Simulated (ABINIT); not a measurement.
Crystal: BN.

```
N B
1.0
     2.55394    0.00000    0.00000
    -1.27697    2.21178    0.00000
     0.00000    0.00000    4.22685
N B
2 2
Cartesian
  0.0000 1.4745 0.5295
  1.2770 0.7373 2.6430
  0.0000 1.4745 2.1123
  1.2770 0.7373 4.2257
```

Measurements of this composition are mostly on another form, of space group No. 194.

Base run:

```yaml
Program: ABINIT 10.8.3 (patched build)
Functional: SCAN
Potentials_or_basis: JTH PAW PBE v2.0
Cutoff: 844 eV
k_mesh: 12 × 12 × 6
Occupations: fermi-dirac, width 0.05 eV
Spin: no spin polarisation
```

Its results: band gap on the k mesh 5.70 eV, indirect (least direct gap 8.86 eV); pressure -4.5 GPa; largest force 0.114 eV/Å.

Q: After a change of settings the same cell gave: band gap on the k mesh 5.24 eV, indirect (least direct gap 8.26 eV); pressure 4.1 GPa; largest force 0.012 eV/Å. Which change was it?
A. functional from SCAN to WC
B. functional from SCAN to PW91
C. functional from SCAN to LDA
D. functional from SCAN to revPBE

A: D.

SCAN gives the wider gap, since meta-GGAs in the generalised Kohn-Sham scheme recover part of the derivative discontinuity.

Caveats: the PAW data sets were made with another functional, which shifts forces and pressure a little.

Runs at the PBE level aren't shown here.
